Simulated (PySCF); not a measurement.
# C2H2Cl2: the cost of one run

The runs use PySCF 2.14.0, with density-fitted response routines of our own; the level of theory stands in each step. All values are computed, except where a source is named. Atoms are numbered from 0 throughout.

## Step 1: The starting structure

6 atoms, charge 0, multiplicity 1; geometry from: GFN2-xTB. The atoms were then displaced at random by about 0.01 Å, so the start is not that level's minimum.

Bonds of the start (Å): Cl0–C1 1.68, C1–C2 1.31, C2–Cl3 1.76, C1–H4 1.08, C2–H5 1.09.

## Step 2: Optimising the geometry at PBE0-D3(BJ)/def2-SVP

What the job is given:

```
{"job": {"xc": "PBE0", "basis": "def2-SVP", "d3": "d3bj", "grid": 1, "shake": 0.01, "kind": "geom"}, "charge": 0, "multiplicity": 1}
Cl    -2.059460     0.450260    -0.007580
C     -0.576680    -0.338110     0.009710
C      0.551450     0.331800    -0.028090
Cl     2.114160    -0.472580     0.001290
H     -0.638270    -1.416050     0.044410
H      0.632970     1.414670    -0.064400
```

Started as:

```bash
> OMP_NUM_THREADS=1 python probes_run.py task.json out
```

One launch serves the whole session: the jobs run in the order shown.

Q: Estimate the wall time and peak memory of this first job on 1 thread of Arm Neoverse N1, shared host.

About 17 s, with a peak of 0.32 GiB.
